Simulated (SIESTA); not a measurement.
Crystal: GaP.

```
Ga P
1.0
     0.00000    2.72525    2.72525
     2.72525    0.00000    2.72525
     2.72525    2.72525    0.00000
Ga P
1 1
Cartesian
  0.0000 0.0000 0.0000
  4.0879 4.0879 4.0879
```

Base run:

- Program: SIESTA 5.4.2
- Functional: AM05
- Potentials or basis: PseudoDojo 0.4 standard (PBEsol files)
- Basis: DZP (energy shift 0.003 Ry; two zetas on semicore shells)
- Grid cutoff: 800 Ry
- Energy shift: 0.003 Ry
- k mesh: 8 × 8 × 8
- Occupations: fermi-dirac, width 0.05 eV
- Spin: no spin polarisation

Its results: band gap on the k mesh 1.60 eV, indirect (least direct gap 2.01 eV); pressure 0.2 GPa.

Problem. The run is repeated on the same cell with these changes: functional from AM05 to LDA; potentials or basis from PseudoDojo 0.4 standard (PBEsol files) to PseudoDojo 0.4 standard (LDA files). What comes out?

Solution. Band gap on the k mesh 1.50 eV, indirect (least direct gap 1.83 eV); pressure -2.2 GPa.

Caveats: the basis of atomic orbitals isn't converged, which shifts pressures, moduli and gaps; the potentials were made for another functional, which shifts forces and pressure (some runs).

A k mesh can miss the band edges.
